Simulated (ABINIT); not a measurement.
# Pt (Im-3m) in ABINIT: a series of runs

One crystal, Pt, is run at these levels: PBEsol; tasks: relaxation of cell and atoms, single point.

Everything below comes from runs of ABINIT 10.8.3 (patched build). Logs are shortened: lines on timing, memory, paths and dates and some standing lists are left out, and cuts for length are marked. The log counts tension as positive stress, the text compression.

## Step 1: The structure

It takes space group Im-3m (No. 229, cubic). Conventional cell: a = 3.168 Å, b = 3.168 Å, c = 3.168 Å, α = 90.00°, β = 90.00°, γ = 90.00°. Around Pt (site symmetry m-3m) lie 8 Pt at 2.74 Å.

This isn't the form of Pt at room conditions, which is fcc.

## Step 2: Relaxation of cell and atoms, PBEsol

run.abi

```
pp_dirpath "./"
pseudos "Pt.GGA_PBE-ansatz.xml"

acell 5.1853131122 5.1853131122 5.1853131122
rprim
    -0.5773502692     0.5773502692     0.5773502692
     0.5773502692    -0.5773502692     0.5773502692
     0.5773502692     0.5773502692    -0.5773502692
ntypat 1
znucl 78
natom 1
typat 1
chkprim 0
chksymtnons 0
tolsym 1.0e-6
xred
            0.0            0.0            0.0

ecut 15.4
pawecutdg 30.8
pawxcdev 0
pawovlp -1
ecutsm 0.5

kptopt 1
ngkpt 9 9 9
nshiftk 1
shiftk 0.0 0.0 0.0

ixc -116133

nband 13
occopt 3
tsmear 0.05 eV

nstep 80
tolvrs 1.0e-10

iomode 3
prteig 0
prtebands 0
prtwf 0
prtden 0

ionmov 2
optcell 2
ntime 50
tolmxf 2.0e-5
dilatmx 1.08
```

Potentials or basis: Ansatz PAW PBE default generated set, frozen core.

The run is started by

```sh
abinit run.abi > log 2>&1
```

run.abo:

```text
[... set-up lines left out ...]
 ETOT  1  -120.75955484678    -1.208E+02 4.546E+00 8.142E+00
 ETOT  2  -121.36379360924    -6.042E-01 4.095E-02 3.849E+00
 ETOT  3  -121.35877804520     5.016E-03 1.658E-02 8.429E-01
 ETOT  4  -121.35804675368     7.313E-04 9.880E-04 2.388E-02
 ETOT  5  -121.35802695508     1.980E-05 2.874E-04 4.091E-04
 ETOT  6  -121.35802669117     2.639E-07 2.506E-05 5.674E-05
 ETOT  7  -121.35802664906     4.211E-08 4.225E-05 2.079E-07
 ETOT  8  -121.35802664887     1.819E-10 6.564E-06 3.552E-08
 ETOT  9  -121.35802664883     4.161E-11 1.048E-05 6.631E-10
 ETOT 10  -121.35802664883    -2.842E-14 5.708E-06 1.010E-11

 At SCF step   10       nres2   =  1.01E-11 < tolvrs=  1.00E-10 =>converged.

 Cartesian components of stress tensor (hartree/bohr^3)
  sigma(1 1)=  3.91007797E-04  sigma(3 2)=  0.00000000E+00
  sigma(2 2)=  3.91007797E-04  sigma(3 1)=  0.00000000E+00
  sigma(3 3)=  3.91007797E-04  sigma(2 1)=  0.00000000E+00

--- !ResultsGS
iteration_state: {dtset: 1, itime: 1, icycle: 1, }
comment   : Summary of ground state results
lattice_vectors:
- [ -2.9937419,   2.9937419,   2.9937419, ]
- [  2.9937419,  -2.9937419,   2.9937419, ]
- [  2.9937419,   2.9937419,  -2.9937419, ]
lattice_lengths: [   5.18531,    5.18531,    5.18531, ]
lattice_angles: [109.471, 109.471, 109.471, ] # degrees, (23, 13, 12)
lattice_volume:   1.0732554E+02
convergence: {deltae: -2.842E-14, res2:  1.010E-11, residm:  5.708E-06, diffor: null, }
etotal    :  -1.21358027E+02
entropy   :   0.00000000E+00
fermie    :   3.94293855E-01
cartesian_stress_tensor: # hartree/bohr^3
- [  3.91007797E-04,   0.00000000E+00,   0.00000000E+00, ]
- [  0.00000000E+00,   3.91007797E-04,   0.00000000E+00, ]
- [  0.00000000E+00,   0.00000000E+00,   3.91007797E-04, ]
pressure_GPa:  -1.1504E+01
xred      :
- [  0.0000E+00,   0.0000E+00,   0.0000E+00, Pt]
cartesian_forces: # hartree/bohr
- [ -0.00000000E+00,  -0.00000000E+00,  -0.00000000E+00, ]
force_length_stats: {min:   0.00000000E+00, max:   0.00000000E+00, mean:   0.00000000E+00, }
...

 Integrated electronic density in atomic spheres:
 ------------------------------------------------
 Atom  Sphere_radius  Integrated_density
    1        2.63806         16.95495483

---OUTPUT-----------------------------------------------------------------------

 Cartesian coordinates (xcart) [bohr]
  0.00000000000000E+00  0.00000000000000E+00  0.00000000000000E+00
 Reduced coordinates (xred)
  0.00000000000000E+00  0.00000000000000E+00  0.00000000000000E+00
 Cartesian forces (fcart) [Ha/bohr]; max,rms= 0.00000E+00 0.00000E+00 (free atoms)
 -0.00000000000000E+00 -0.00000000000000E+00 -0.00000000000000E+00
 Gradient of E wrt nuclear positions in reduced coordinates (gred)
 -0.00000000000000E+00 -0.00000000000000E+00 -0.00000000000000E+00
 Scale of Primitive Cell (acell) [bohr]
  5.18531311220000E+00  5.18531311220000E+00  5.18531311220000E+00
 Real space primitive translations (rprimd) [bohr]
 -2.99374192121496E+00  2.99374192121496E+00  2.99374192121496E+00
  2.99374192121496E+00 -2.99374192121496E+00  2.99374192121496E+00
  2.99374192121496E+00  2.99374192121496E+00 -2.99374192121496E+00
 Unitary Cell Volume (ucvol) [Bohr^3]=  1.07325536398664E+02
 Angles (23,13,12)= [degrees]
  1.09471220634491E+02  1.09471220634491E+02  1.09471220634491E+02
 Lengths [Bohr]
  5.18531311229317E+00  5.18531311229317E+00  5.18531311229317E+00
 Stress tensor in cartesian coordinates (strten) [Ha/bohr^3]
  3.91007796814932E-04  0.00000000000000E+00  0.00000000000000E+00
  0.00000000000000E+00  3.91007796814932E-04  0.00000000000000E+00
  0.00000000000000E+00  0.00000000000000E+00  3.91007796814946E-04
 Total energy (etotal) [Ha]= -1.21358026648832E+02

--- Iteration: ( 2/50) Internal Cycle: (1/1)
--------------------------------------------------------------------------------

---SELF-CONSISTENT-FIELD CONVERGENCE--------------------------------------------

--- !BeginCycle
iteration_state: {dtset: 1, itime: 2, icycle: 1, }
solver: {iscf: 17, nstep: 80, nline: 4, wfoptalg: 10, }
tolerances: {tolvrs: 1.00E-10, }
...

     iter   Etot(hartree)      deltaE(h)  residm     nres2
 ETOT  1  -121.37248857767    -1.214E+02 6.455E-03 5.321E+00
 ETOT  2  -121.36078762196     1.170E-02 5.601E-05 7.739E-01
 ETOT  3  -121.35895490096     1.833E-03 1.288E-04 1.016E-02
 ETOT  4  -121.35897060875    -1.571E-05 3.015E-05 2.608E-04
 ETOT  5  -121.35897113813    -5.294E-07 9.448E-07 1.971E-05
 ETOT  6  -121.35897116432    -2.619E-08 2.430E-06 1.365E-07
 ETOT  7  -121.35897116508    -7.585E-10 4.523E-08 3.298E-09
 ETOT  8  -121.35897116508     4.476E-12 8.105E-08 3.768E-10
 ETOT  9  -121.35897116507     2.061E-12 5.477E-09 1.141E-12

 At SCF step    9       nres2   =  1.14E-12 < tolvrs=  1.00E-10 =>converged.

 Cartesian components of stress tensor (hartree/bohr^3)
  sigma(1 1)=  1.03776889E-04  sigma(3 2)=  0.00000000E+00
  sigma(2 2)=  1.03776889E-04  sigma(3 1)=  0.00000000E+00
  sigma(3 3)=  1.03776889E-04  sigma(2 1)=  0.00000000E+00

--- !ResultsGS
iteration_state: {dtset: 1, itime: 2, icycle: 1, }
comment   : Summary of ground state results
lattice_vectors:
- [ -2.9586246,   2.9586246,   2.9586246, ]
- [  2.9586246,  -2.9586246,   2.9586246, ]
- [  2.9586246,   2.9586246,  -2.9586246, ]
lattice_lengths: [   5.12449,    5.12449,    5.12449, ]
lattice_angles: [109.471, 109.471, 109.471, ] # degrees, (23, 13, 12)
lattice_volume:   1.0359281E+02
convergence: {deltae:  2.061E-12, res2:  1.141E-12, residm:  5.477E-09, diffor: null, }
etotal    :  -1.21358971E+02
entropy   :   0.00000000E+00
fermie    :   4.18318309E-01
cartesian_stress_tensor: # hartree/bohr^3
- [  1.03776889E-04,   0.00000000E+00,   0.00000000E+00, ]
- [  0.00000000E+00,   1.03776889E-04,   0.00000000E+00, ]
[... 235 lines left out ...]
     iter   Etot(hartree)      deltaE(h)  residm     nres2
 ETOT  1  -121.35903207626    -1.214E+02 4.882E-08 2.163E-06
 ETOT  2  -121.35903207150     4.762E-09 4.772E-12 2.711E-07
 ETOT  3  -121.35903207091     5.905E-10 4.207E-11 3.981E-09
 ETOT  4  -121.35903207092    -5.301E-12 1.616E-13 1.340E-10
 ETOT  5  -121.35903207092    -1.705E-13 1.640E-13 8.461E-12

 At SCF step    5       nres2   =  8.46E-12 < tolvrs=  1.00E-10 =>converged.

 Cartesian components of stress tensor (hartree/bohr^3)
  sigma(1 1)=  6.46451961E-10  sigma(3 2)=  0.00000000E+00
  sigma(2 2)=  6.46451989E-10  sigma(3 1)=  0.00000000E+00
  sigma(3 3)=  6.46451948E-10  sigma(2 1)=  0.00000000E+00

--- !ResultsGS
iteration_state: {dtset: 1, itime: 5, icycle: 1, }
comment   : Summary of ground state results
lattice_vectors:
- [ -2.9475416,   2.9475416,   2.9475416, ]
- [  2.9475416,  -2.9475416,   2.9475416, ]
- [  2.9475416,   2.9475416,  -2.9475416, ]
lattice_lengths: [   5.10529,    5.10529,    5.10529, ]
lattice_angles: [109.471, 109.471, 109.471, ] # degrees, (23, 13, 12)
lattice_volume:   1.0243298E+02
convergence: {deltae: -1.705E-13, res2:  8.461E-12, residm:  1.640E-13, diffor: null, }
etotal    :  -1.21359032E+02
entropy   :   0.00000000E+00
fermie    :   4.26156489E-01
cartesian_stress_tensor: # hartree/bohr^3
- [  6.46451961E-10,   0.00000000E+00,   0.00000000E+00, ]
- [  0.00000000E+00,   6.46451989E-10,   0.00000000E+00, ]
- [  0.00000000E+00,   0.00000000E+00,   6.46451948E-10, ]
pressure_GPa:  -1.9019E-05
xred      :
- [  0.0000E+00,   0.0000E+00,   0.0000E+00, Pt]
cartesian_forces: # hartree/bohr
- [ -0.00000000E+00,  -0.00000000E+00,  -0.00000000E+00, ]
force_length_stats: {min:   0.00000000E+00, max:   0.00000000E+00, mean:   0.00000000E+00, }
...

 Integrated electronic density in atomic spheres:
 ------------------------------------------------
 Atom  Sphere_radius  Integrated_density
    1        2.63806         17.05936756

---OUTPUT-----------------------------------------------------------------------

 Cartesian coordinates (xcart) [bohr]
  0.00000000000000E+00  0.00000000000000E+00  0.00000000000000E+00
 Reduced coordinates (xred)
  0.00000000000000E+00  0.00000000000000E+00  0.00000000000000E+00
 Cartesian forces (fcart) [Ha/bohr]; max,rms= 0.00000E+00 0.00000E+00 (free atoms)
 -0.00000000000000E+00 -0.00000000000000E+00 -0.00000000000000E+00
 Gradient of E wrt nuclear positions in reduced coordinates (gred)
 -0.00000000000000E+00 -0.00000000000000E+00 -0.00000000000000E+00
 Scale of Primitive Cell (acell) [bohr]
  5.10529173752505E+00  5.10529173752505E+00  5.10529173752505E+00
 Real space primitive translations (rprimd) [bohr]
 -2.94754155895166E+00  2.94754155895166E+00  2.94754155895166E+00
  2.94754155895166E+00 -2.94754155895166E+00  2.94754155895166E+00
  2.94754155895166E+00  2.94754155895166E+00 -2.94754155895166E+00
 Unitary Cell Volume (ucvol) [Bohr^3]=  1.02432978897094E+02
 Angles (23,13,12)= [degrees]
  1.09471220634491E+02  1.09471220634491E+02  1.09471220634491E+02
 Lengths [Bohr]
  5.10529173752505E+00  5.10529173752505E+00  5.10529173752505E+00
 Stress tensor in cartesian coordinates (strten) [Ha/bohr^3]
  6.46451961405781E-10  0.00000000000000E+00  0.00000000000000E+00
  0.00000000000000E+00  6.46451989161356E-10  0.00000000000000E+00
  0.00000000000000E+00  0.00000000000000E+00  6.46451947527993E-10
 Total energy (etotal) [Ha]= -1.21359032070917E+02

 Difference of energy with previous step (new-old):
           Absolute (Ha)=-2.58453E-10
           Relative     =-2.12965E-12

 At Broyd/MD step   5, gradients are converged :
  max grad (force/stress) = 6.4645E-08 < tolmxf= 2.0000E-05 ha/bohr (free atoms)

================================================================================

 ----iterations are completed or convergence reached----

 Mean square residual over all n,k,spin=   18.200E-16; max=  16.403E-14
 reduced coordinates (array xred) for    1 atoms
       0.000000000000      0.000000000000      0.000000000000
 rms dE/dt=  0.0000E+00; max dE/dt=  0.0000E+00; dE/dt below (all hartree)
    1       0.000000000000      0.000000000000      0.000000000000

 cartesian coordinates (angstrom) at end:
    1      0.00000000000000     0.00000000000000     0.00000000000000

 cartesian forces (hartree/bohr) at end:
    1     -0.00000000000000    -0.00000000000000    -0.00000000000000
 frms,max,avg= 0.0000000E+00 0.0000000E+00   0.000E+00  0.000E+00  0.000E+00 h/b

 cartesian forces (eV/Angstrom) at end:
    1     -0.00000000000000    -0.00000000000000    -0.00000000000000
 frms,max,avg= 0.0000000E+00 0.0000000E+00   0.000E+00  0.000E+00  0.000E+00 e/A
 length scales=  5.105291737525  5.105291737525  5.105291737525 bohr
              =  2.701604040677  2.701604040677  2.701604040677 angstroms
 Fermi (or HOMO) energy (hartree) =   0.42616   Average Vxc (hartree)=  -0.51630
 Eigenvalues (hartree) for nkpt=  35  k points:
 kpt#   1, nband= 13, wtk=  0.00137, kpt=  0.0000  0.0000  0.0000 (reduced coord)
  -3.17970   -1.48762   -1.48762   -1.48762    0.06393    0.29407    0.29407    0.29407
   0.39206    0.39206    1.05591    1.05591    1.05591
      occupation numbers for kpt#   1
   2.00000    2.00000    2.00000    2.00000    2.00000    2.00000    2.00000    2.00000
   2.00000    2.00000    0.00000    0.00000    0.00000
 prteigrs : prtvol=0 or 1, do not print more k-points.

--- !EnergyTerms
iteration_state     : {dtset: 1, itime: 5, icycle: 1, }
comment             : Components of total free energy in Hartree
kinetic             :  2.34522671865035E+01
hartree             :  2.00255410987327E+01
xc                  : -9.56948117240731E+00
Ewald energy        : -1.00008058754943E+02
psp_core            :  7.32390997753739E+00
local_psp           : -6.12738638836989E+01
PAW spherical_terms : -1.30896228251339E+00
internal            : -1.21358647830789E+02
'-kT*entropy'       : -3.83401036802722E-04
total_energy        : -1.21359031231825E+02
total_energy_eV     : -3.30234747328727E+03
...

--- !EnergyTermsDC
iteration_state     : {dtset: 1, itime: 5, icycle: 1, }
comment             : '"Double-counting" decomposition of free energy'
band_energy         : -1.22578391815996E+01
Ewald energy        : -1.00008058754943E+02
psp_core            :  7.32390997753739E+00
xc_dc               : -1.84788168892119E+01
PAW spherical_terms :  2.06215617833629E+00
internal            : -1.21358648669881E+02
'-kT*entropy'       : -3.83401036802722E-04
total_energy_dc     : -1.21359032070917E+02
total_energy_dc_eV  : -3.30234749612013E+03
...

--- !EnergyTermsWithPAWCore
iteration_state     : {dtset: 1, itime: 5, icycle: 1, }
comment             : 'Components of total free energy, including PAW core contributions'
Total energy        : -1.64687641260946E+04
Total energy DC     : -1.64687641269337E+04
Total energy (eV)   : -4.48137901629117E+05
Total energy DC (eV): -4.48137901651950E+05
...

 Cartesian components of stress tensor (hartree/bohr^3)
  sigma(1 1)=  6.46451961E-10  sigma(3 2)=  0.00000000E+00
  sigma(2 2)=  6.46451989E-10  sigma(3 1)=  0.00000000E+00
  sigma(3 3)=  6.46451948E-10  sigma(2 1)=  0.00000000E+00

-Cartesian components of stress tensor (GPa)         [Pressure= -1.9019E-05 GPa]
- sigma(1 1)=  1.90192733E-05  sigma(3 2)=  0.00000000E+00
- sigma(2 2)=  1.90192742E-05  sigma(3 1)=  0.00000000E+00
- sigma(3 3)=  1.90192729E-05  sigma(2 1)=  0.00000000E+00

== END DATASET(S) ==============================================================
================================================================================

 -outvars: echo values of variables after computation  --------
            acell      5.1052917375E+00  5.1052917375E+00  5.1052917375E+00 Bohr
           etotal     -1.2135903207E+02
            fcart     -0.0000000000E+00 -0.0000000000E+00 -0.0000000000E+00
            rprim     -5.7735026919E-01  5.7735026919E-01  5.7735026919E-01
                       5.7735026919E-01 -5.7735026919E-01  5.7735026919E-01
                       5.7735026919E-01  5.7735026919E-01 -5.7735026919E-01
           strten      6.4645196141E-10  6.4645198916E-10  6.4645194753E-10
                       0.0000000000E+00  0.0000000000E+00  0.0000000000E+00
 Calculation completed.
```

Wall time 62 s (1 thread of Arm Neoverse V2, shared host); peak memory 0.18 GiB.

Results:

* Free energy: -3302.3475 eV
* Relaxed volume: 15.18 Å³/atom
* Relaxed cell: a = 2.702 Å, b = 2.702 Å, c = 2.702 Å, α = 109.47°, β = 109.47°, γ = 109.47°
* Space group after relaxing (to 0.05 Å): Im-3m (No. 229)
* Energy gained by relaxing: 27.4 meV/atom
* Ionic steps: 5
* Pressure after relaxing: 0.0 GPa
* Band gap on the k mesh: none (metal or under the smearing width)

Step by step:
```csv
step,energy change (eV),largest force (eV/Å),pressure (GPa),volume (Å³)
1,0.0000,0.0000,-11.50,15.90
2,-0.0257,0.0000,-3.05,15.35
3,-0.0273,0.0000,0.29,15.16
4,-0.0274,0.0000,-0.01,15.18
5,-0.0274,0.0000,0.00,15.18
```

Final structure:
```xyz
1
Lattice="-1.5598 1.5598 1.5598 1.5598 -1.5598 1.5598 1.5598 1.5598 -1.5598" Properties=species:S:1:pos:R:3 pbc="T T T"
Pt    0.0000    0.0000    0.0000
```

Caveat: the PAW data sets were made with another functional, which shifts forces and pressure a little; the atomic spheres overlap. Spin-orbit coupling is left out, which matters for the levels of Pt.

## Step 3: Single point, PBEsol (cell relaxed)

run.abi

```
# Pseudopotentials
pp_dirpath "./"
pseudos "Pt.GGA_PBE-ansatz.xml"

# Structure
acell 2.7016040405 2.7016040405 2.7016040405 Angstrom
rprim
    -0.5773502692     0.5773502692     0.5773502692
     0.5773502692    -0.5773502692     0.5773502692
     0.5773502692     0.5773502692    -0.5773502692
ntypat 1
znucl 78
natom 1
typat 1
xred
     0.0000000000     0.0000000000     0.0000000000
chkprim 0
chksymtnons 0
tolsym 1.0e-6

# Plane-wave basis
ecut 419.055348 eV
pawecutdg 30.8
pawxcdev 0

# k points
kptopt 1
ngkpt 9 9 9
nshiftk 1
shiftk 0.0 0.0 0.0

# Exchange and correlation
ixc -116133

# Bands and occupations
nband 13
occopt 3
tsmear 0.00183747

# SCF cycle
nstep 100
tolvrs 1.0e-9

# Output
iomode 3
prtwf 0
prteig 0
prtebands 0
enunit 1
prtden 1
prtvha 1
prtvclmb 1
prtpot 1
```

Potentials or basis: Ansatz PAW PBE default generated set, frozen core.

The run is started by

```sh
abinit run.abi > log 2>&1
```

Run time: 17 s. Hardware: 1 thread of Arm Neoverse V2, shared host; peak memory 0.19 GiB.

It converged, with:

| Property | Result |
| --- | --- |
| Free energy | -3302.3477 eV |
| Pressure | -0.1 GPa |
| Band gap on the k mesh | none (metal or under the smearing width) |

Levels at points of the mesh, in eV from the Fermi level:
| k point | band 7 | band 8 | band 9 | band 10 | band 11 | band 12 |
| --- | --- | --- | --- | --- | --- | --- |
| (0.00, 0.00, 0.00) | -3.59 | -3.59 | -0.93 | -0.93 | 17.14 | 17.14 |

Caveat: the PAW data sets were made with another functional, which shifts forces and pressure a little; the atomic spheres overlap. Spin-orbit coupling is left out, which matters for the levels of Pt.
